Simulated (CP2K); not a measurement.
## Br under changes of volume

One of the cells (33.988 Å³/atom); the others are scaled copies at fixed shape and fractional positions:

```
Br
1.0
     4.08726    0.00000    0.00000
     1.44772    3.82228    0.00000
     0.00000    0.00000    8.70230
Br
4
Direct
  0.36510 0.63490 0.39010
  0.13490 0.86510 0.89010
  0.63490 0.36510 0.60990
  0.86510 0.13490 0.10990
```

```yaml
Program: CP2K 2026.2
Functional: PBEsol
Potentials_or_basis: POTENTIAL_UZH Br GTH-PBE-q7; TZVP-MOLOPT-PBE-GTH basis
Density_cutoff: 6123 eV
k_mesh: 7 × 7 × 3
Occupations: fermi-dirac, width 0.05 eV
Spin: no spin polarisation
```

```tsv
volume (Å³/atom)	energy over the lowest point (meV/atom)	pressure (GPa)	gap on the mesh (eV)	largest force (eV/Å)
31.949	26.05	3.0	1.94	1.982
32.629	?	?	?	?
33.308	7.15	1.5	1.83	1.402
33.988	2.27	0.8	1.77	1.144
34.668	0.00	0.3	1.72	0.904
35.348	0.05	-0.3	1.66	0.682
36.028	2.18	-0.7	1.61	0.477
```

Problem. What does the run at 32.629 Å³/atom give?

Solution. Energy over the lowest point 14.96 meV/atom; pressure 2.2 GPa; gap on the mesh 1.89 eV; largest force 1.681 eV/Å.

Worked out: A Birch-Murnaghan fit of order 3 (a polynomial in V^(-2/3)) to the other rows has its minimum at 34.99 Å³/atom with B0 = V·E''(V) = 27 GPa and B' = 4.9 at fixed shape and positions, which overstates the stiffness. It gives 14.95 meV/atom at 32.629 Å³/atom, against the run's 14.96, and -dE/dV = 2.2 GPa, against 2.2. A straight line through the other rows of the gap, of slope -2.76 eV per unit of ln V, gives 1.88 eV, against the run's 1.89.

Energies are extrapolated to zero smearing.

Caveats: the potentials were made for another functional, which shifts forces and pressure; an odd mesh through Γ misses points on the zone boundary, where band edges often lie; the basis of atomic orbitals isn't converged, which shifts pressures, moduli and gaps. Spin-orbit coupling on Br is left out.
